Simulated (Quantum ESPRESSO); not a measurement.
# MoSe2 in Quantum ESPRESSO: work function with PBE

Aim: the work function of MoSe2 with PBE.

All numbers are computed with Quantum ESPRESSO 7.5; they aren't measurements. Logs are shortened: lines on timing, memory, paths and dates and some standing lists are left out, and cuts for length are marked.

## 1. The slab as given

The cell holds a slab with vacuum, 6 atoms: a = 3.320 Å, b = 3.320 Å, c = 35.899 Å, α = 90.00°, β = 90.00°, γ = 120.00°.

## 2. Work function, PBE

Contents of pw.in:

```
&CONTROL
  calculation = 'scf'
  prefix = 'pwscf'
  outdir = './tmp'
  pseudo_dir = './pseudo'
  tprnfor = .true.
  disk_io = 'low'
/
&SYSTEM
  ibrav = 0
  nat = 6
  ntyp = 2
  ecutwfc = 86
  nbnd = 60
  occupations = 'smearing'
  smearing = 'fd'
  degauss = 0.00367493
/
&ELECTRONS
  conv_thr = 6d-09
  electron_maxstep = 150
  mixing_beta = 0.3
  mixing_mode = 'local-TF'
/
ATOMIC_SPECIES
Se    78.9710 Se.upf
Mo    95.9500 Mo.upf
CELL_PARAMETERS angstrom
   3.3203649265    0.0000000000    0.0000000000
  -1.6601824632    2.8755203762    0.0000000000
   0.0000000000    0.0000000000   35.8988413755
ATOMIC_POSITIONS crystal
Se     0.3333333300    0.6666666600    0.2089203917
Mo     0.0000000000    0.0000000000    0.2549885722
Se     0.3333333300    0.6666666600    0.3010567528
Se     0.3333333300    0.6666666600    0.6989432472
Mo     0.0000000000    0.0000000000    0.7450114278
Se     0.3333333300    0.6666666600    0.7910796083
K_POINTS automatic
9 9 1 0 0 0
```

Contents of pp_density.in:

```
&INPUTPP
  prefix = 'pwscf'
  outdir = './tmp'
  filplot = 'density.dat'
  plot_num = 0
/
&PLOT
  nfile = 1
  filepp(1) = 'density.dat'
  iflag = 3
  output_format = 6
  fileout = 'density.cube'
/
```

Contents of pp_potential.in:

```
&INPUTPP
  prefix = 'pwscf'
  outdir = './tmp'
  filplot = 'potential.dat'
  plot_num = 11
/
&PLOT
  nfile = 1
  filepp(1) = 'potential.dat'
  iflag = 3
  output_format = 6
  fileout = 'potential.cube'
/
```

Contents of pp_elf.in:

```
&INPUTPP
  prefix = 'pwscf'
  outdir = './tmp'
  filplot = 'elf.dat'
  plot_num = 8
/
&PLOT
  nfile = 1
  filepp(1) = 'elf.dat'
  iflag = 3
  output_format = 6
  fileout = 'elf.cube'
/
```

Potentials or basis: PseudoDojo 0.4.1 SR PBE standard.

Started as:

```console
OMP_NUM_THREADS=1 pw.x -in pw.in > pw.out
OMP_NUM_THREADS=1 pp.x -in pp_density.in > pp_density.out
OMP_NUM_THREADS=1 pp.x -in pp_potential.in > pp_potential.out
OMP_NUM_THREADS=1 pp.x -in pp_elf.in > pp_elf.out
```

pw.out:

```text
This program is part of the open-source Quantum ESPRESSO suite
     for quantum simulation of materials; please cite
[... 9 lines left out ...]
     --------------------
     sticks:   dense  smooth     PW     G-vecs:    dense   smooth      PW
     Sum         931     931    265               249407   249407   38207

     Using Slab Decomposition

     bravais-lattice index     =            0
     lattice parameter (alat)  =       6.2746  a.u.
     unit-cell volume          =    2313.0195 (a.u.)^3
     number of atoms/cell      =            6
     number of atomic types    =            2
     number of electrons       =        92.00
     number of Kohn-Sham states=           60
     kinetic-energy cutoff     =      86.0000  Ry
     charge density cutoff     =     344.0000  Ry
     scf convergence threshold =      6.0E-09
     mixing beta               =       0.3000
     number of iterations used =            8  local-TF  mixing
     Exchange-correlation= PBE
                           (   1   4   3   4   0   0   0)

     celldm(1)=   6.274580  celldm(2)=   0.000000  celldm(3)=   0.000000
     celldm(4)=   0.000000  celldm(5)=   0.000000  celldm(6)=   0.000000

     crystal axes: (cart. coord. in units of alat)
               a(1) = (   1.000000   0.000000   0.000000 )
               a(2) = (  -0.500000   0.866025   0.000000 )
               a(3) = (   0.000000   0.000000  10.811716 )

     reciprocal axes: (cart. coord. in units 2 pi/alat)
               b(1) = (  1.000000  0.577350 -0.000000 )
               b(2) = (  0.000000  1.154701  0.000000 )
               b(3) = (  0.000000 -0.000000  0.092492 )

     PseudoPot. # 1 for Se read from file:
     Se.upf
     Pseudo is Norm-conserving + core correction, Zval = 16.0
     Generated using ONCVPSP code by D. R. Hamann
     Using radial grid of 1214 points,  6 beta functions with:
                l(1) =   0
                l(2) =   0
                l(3) =   1
                l(4) =   1
                l(5) =   2
                l(6) =   2

     PseudoPot. # 2 for Mo read from file:
     Mo.upf
     Pseudo is Norm-conserving + core correction, Zval = 14.0
     Generated using ONCVPSP code by D. R. Hamann
     Using radial grid of 1640 points,  6 beta functions with:
                l(1) =   0
                l(2) =   0
                l(3) =   1
                l(4) =   1
                l(5) =   2
                l(6) =   2

     atomic species   valence    mass     pseudopotential
     Se               16.00    78.97100     Se( 1.00)
     Mo               14.00    95.95000     Mo( 1.00)

     12 Sym. Ops. (no inversion) found

   Cartesian axes

     site n.     atom                  positions (alat units)
         1        Se     tau(   1) = (   0.0000000   0.5773503   2.2587879  )
         2        Mo     tau(   2) = (   0.0000000   0.0000000   2.7568639  )
         3        Se     tau(   3) = (   0.0000000   0.5773503   3.2549400  )
         4        Se     tau(   4) = (   0.0000000   0.5773503   7.5567756  )
         5        Mo     tau(   5) = (   0.0000000   0.0000000   8.0548517  )
         6        Se     tau(   6) = (   0.0000000   0.5773503   8.5529278  )

     number of k points=    12  Fermi-Dirac smearing, width (Ry)=  0.0037
                       cart. coord. in units 2pi/alat
        k(    1) = (   0.0000000   0.0000000   0.0000000), wk =   0.0246914
        k(    2) = (   0.0000000   0.1283001   0.0000000), wk =   0.1481481
        k(    3) = (   0.0000000   0.2566001   0.0000000), wk =   0.1481481
        k(    4) = (   0.0000000   0.3849002   0.0000000), wk =   0.1481481
        k(    5) = (   0.0000000   0.5132002   0.0000000), wk =   0.1481481
        k(    6) = (   0.1111111   0.1924501   0.0000000), wk =   0.1481481
        k(    7) = (   0.1111111   0.3207501   0.0000000), wk =   0.2962963
        k(    8) = (   0.1111111   0.4490502   0.0000000), wk =   0.2962963
        k(    9) = (   0.1111111   0.5773503   0.0000000), wk =   0.1481481
        k(   10) = (   0.2222222   0.3849002   0.0000000), wk =   0.1481481
        k(   11) = (   0.2222222   0.5132002   0.0000000), wk =   0.2962963
        k(   12) = (   0.3333333   0.5773503   0.0000000), wk =   0.0493827

     Dense  grid:   249407 G-vectors     FFT dimensions: (  40,  40, 405)

     Initial potential from superposition of free atoms

     starting charge      91.9968, renormalised to      92.0000

     negative rho (up, down):  2.669E-05 0.000E+00
     Starting wfcs are   56 randomized atomic wfcs +    4 random wfcs

     Self-consistent Calculation

     iteration #  1     ecut=    86.00 Ry     beta= 0.30
     Davidson diagonalization with overlap
     ethr =  1.00E-02,  avg # of iterations =  6.7

     Threshold (ethr) on eigenvalues was too large:
     Diagonalizing with lowered threshold

     Davidson diagonalization with overlap
     ethr =  6.66E-04,  avg # of iterations =  1.3

     total energy              =   -1251.34508012 Ry
     estimated scf accuracy    <       0.62666037 Ry

     iteration #  2     ecut=    86.00 Ry     beta= 0.30
     Davidson diagonalization with overlap
     ethr =  6.81E-04,  avg # of iterations =  1.0
[... 117 lines left out ...]
     total energy              =   -1251.30045675 Ry
     estimated scf accuracy    <       0.00000002 Ry

     iteration # 17     ecut=    86.00 Ry     beta= 0.30
     Davidson diagonalization with overlap
     ethr =  1.90E-11,  avg # of iterations =  2.2

     End of self-consistent calculation

          k = 0.0000 0.0000 0.0000 ( 31221 PWs)   bands (ev):

   -59.8746 -59.8746 -46.4773 -46.4773 -46.4773 -46.4773 -46.4769 -46.4769
   -46.4769 -46.4769 -46.4243 -46.4243 -46.4243 -46.4243 -46.4233 -46.4233
   -46.4233 -46.4233 -46.4045 -46.4045 -46.4022 -46.4022 -34.0196 -34.0196
   -33.8581 -33.8581 -33.8581 -33.8581 -13.2313 -13.2313 -12.1889 -12.1889
    -4.4128  -4.4128  -1.2273  -1.2273  -1.2273  -1.2273  -0.7982  -0.7982
    -0.2338  -0.2338  -0.2338  -0.2338   0.7686   0.7686   3.8122   3.8122
     3.8122   3.8123   4.0705   4.0705   4.0705   4.0705   5.6315   5.7108
     5.8912   6.0842   6.6140   7.1437
[... 113 lines left out ...]
   -59.8512 -59.8512 -46.4754 -46.4754 -46.4747 -46.4747 -46.4746 -46.4746
   -46.4744 -46.4744 -46.4258 -46.4258 -46.4250 -46.4250 -46.4243 -46.4243
   -46.4238 -46.4238 -46.4026 -46.4026 -46.4000 -46.4000 -34.0421 -34.0421
   -34.0099 -34.0099 -33.9591 -33.9591 -11.2682 -11.2682 -11.1410 -11.1410
    -4.0431  -4.0431  -3.5198  -3.5198  -2.9830  -2.9830  -2.4253  -2.4253
    -1.9307  -1.9307  -1.0923  -1.0923   0.9605   0.9605   2.3898   2.3898
     3.6178   3.6178   4.0443   4.0443   5.3311   5.3311   7.5225   7.5225
     7.8476   7.8477   9.9381   9.9398

     the Fermi energy is     1.6761 ev

!    total energy              =   -1251.30045708 Ry
     estimated scf accuracy    <          4.5E-09 Ry
     smearing contrib. (-TS)   =      -0.00000001 Ry
     internal energy E=F+TS    =   -1251.30045707 Ry

     The total energy is F=E-TS. E is the sum of the following terms:
     one-electron contribution =   -5103.51851480 Ry
     hartree contribution      =    2543.93663600 Ry
     xc contribution           =    -235.04335810 Ry
     ewald contribution        =    1543.32477984 Ry

     convergence has been achieved in  17 iterations

     Forces acting on atoms (cartesian axes, Ry/au):

     atom    1 type  1   force =     0.00000000   -0.00000000   -0.01013518
     atom    2 type  2   force =    -0.00000000    0.00000000    0.00000266
     atom    3 type  1   force =     0.00000000   -0.00000000    0.01012410
     atom    4 type  1   force =     0.00000000   -0.00000000   -0.01012410
     atom    5 type  2   force =     0.00000000   -0.00000000   -0.00000266
     atom    6 type  1   force =     0.00000000   -0.00000000    0.01013518

     Total force =     0.020259     Total SCF correction =     0.000274

=------------------------------------------------------------------------------=
   JOB DONE.
=------------------------------------------------------------------------------=
```

It took 10 min on 1 thread of Arm Neoverse V2, shared host; peak memory 0.77 GiB.

What came out:

```
Free energy                            : -17024.8100 eV
Largest force                          : 0.261 eV/Å
Band gap on the k mesh                 : 1.43 eV, direct
Ionisation potential of the upper face : 5.37 eV
Electron affinity of the upper face    : 3.94 eV
```

Forces on the atoms (eV/Å):
```
Se   0.000  0.000 -0.261
Mo   0.000  0.000  0.000
Se   0.000  0.000  0.260
Se   0.000  0.000 -0.260
Mo   0.000  0.000  0.000
Se   0.000  0.000  0.261
```

Levels at points of the mesh, in eV from the valence-band top:
| k point | band 43 | band 44 | band 45 | band 46 | band 47 | band 48 | band 49 | band 50 |
| --- | --- | --- | --- | --- | --- | --- | --- | --- |
| (0.00, 0.00, 0.00) | -1.19 | -1.19 | -0.19 | -0.19 | 2.85 | 2.85 | 2.85 | 2.85 |

Caveat: ionisation potential and electron affinity come from Kohn-Sham levels, which understate the gap.
